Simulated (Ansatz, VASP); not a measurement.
Br in VASP and in Ansatz

```
CELL_PARAMETERS angstrom
0.00000 3.50155 3.50155
3.50155 0.00000 3.50155
3.50155 3.50155 0.00000
ATOMIC_POSITIONS crystal
Br 0.00000 0.00000 0.00000
Br 0.25000 0.25000 0.25000
```

Alike in both runs: task electric field gradients; functional PBE; k mesh 14 × 14 × 14; occupations fermi-dirac, width 0.05 eV; no spin polarisation.

|  | VASP | Ansatz |
| --- | --- | --- |
| version | VASP 6.6.1 | Ansatz 0.2.0 |
| potentials or method | VASP PAW PBE potentials, release 64 (Br), cutoff 520 eV | all-electron PAW with datasets made for the crystal, scalar-relativistic |

|  | VASP | Ansatz | Ansatz less VASP |
| --- | --- | --- | --- |
| pressure (GPa) | 0.0 | 0.0 | 0.00 |
| Vzz of the field gradient on the site that differs most (V/Å²) | 0.0 | 0.0 | 0.00 |

Ansatz ran all-electron here, so the differences hold the error of VASP's frozen core and of both bases.
